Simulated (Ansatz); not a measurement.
**HfB₂: strain and displacement**

```xyz
3
Lattice="3.1400 0.0000 0.0000 -1.5700 2.7193 0.0000 0.0000 0.0000 3.4800" Properties=species:S:1:pos:R:3 pbc="T T T"
Hf    0.0000    0.0000    0.0000
B     0.0000    1.8129    1.7400
B     1.5700    0.9064    1.7400
```

Atom numbers follow the list: Hf1, B2, B3.

Conventional cell: a = 3.140 Å, b = 3.140 Å, c = 3.480 Å, α = 90.00°, β = 90.00°, γ = 120.00°. Hf (atom 1) is surrounded by 12 B at 2.51 Å. B (atom 2) is surrounded by 3 B at 1.81 Å.

The cell is COD entry 1510711, as deposited and not checked against the literature; nothing was relaxed.

No spin–orbit coupling, which matters for the heavy atoms here.

Theory: DFT, PBE, all-electron PAW with datasets made for the crystal, scalar-relativistic in Ansatz 0.2.0.

The runs use a Γ-centred 13×13×11 k mesh, Fermi–Dirac smearing of 0.05 eV, cutoff 400 eV (chosen by the program for this cell), no spin polarisation.

The unchanged cell is at 1.43 GPa.

In a metal, stresses and small energies carry noise from the k mesh.

x, y and z are the Cartesian axes of the cell as listed; fractional coordinates follow a strain, and an engineering shear is twice the off-diagonal strain component.

**Question.** One change gave: energy change +22 meV/atom; stress change (xx, yy, zz, yz, xz, xy) 0.74, 0.79, 0.92, -7.61, -7.63, -7.83 GPa, compression positive; change of the force on B2 (0.029, 0.014, -0.012) eV/Å. Which change was it?
A. equal xy, yz and zx engineering shear strains of -3 %
B. equal xy, yz and zx engineering shear strains of -1 %
C. equal xy, yz and zx engineering shear strains of +3 %
D. equal xy, yz and zx engineering shear strains of +2 %
E. equal xy, yz and zx engineering shear strains of -2 %
F. equal xy, yz and zx engineering shear strains of +1 %

**Answer.** C. For equal xy, yz and zx engineering shear strains of -3 %: energy change +23 meV/atom; stress change (xx, yy, zz, yz, xz, xy) 0.77, 0.76, 1.00, 8.19, 8.21, 8.42 GPa, compression positive; change of the force on B2 (-0.050, 0.013, -0.018) eV/Å. For equal xy, yz and zx engineering shear strains of -1 %: energy change +3 meV/atom; stress change (xx, yy, zz, yz, xz, xy) 0.08, 0.08, 0.11, 2.67, 2.67, 2.76 GPa, compression positive; change of the force on B2 (-0.014, 0.001, -0.002) eV/Å. For equal xy, yz and zx engineering shear strains of +2 %: energy change +10 meV/atom; stress change (xx, yy, zz, yz, xz, xy) 0.33, 0.35, 0.42, -5.15, -5.16, -5.31 GPa, compression positive; change of the force on B2 (0.021, 0.006, -0.006) eV/Å. For equal xy, yz and zx engineering shear strains of -2 %: energy change +10 meV/atom; stress change (xx, yy, zz, yz, xz, xy) 0.34, 0.34, 0.44, 5.40, 5.41, 5.56 GPa, compression positive; change of the force on B2 (-0.031, 0.006, -0.007) eV/Å. For equal xy, yz and zx engineering shear strains of +1 %: energy change +2 meV/atom; stress change (xx, yy, zz, yz, xz, xy) 0.08, 0.09, 0.11, -2.61, -2.61, -2.69 GPa, compression positive; change of the force on B2 (0.012, 0.001, -0.002) eV/Å.
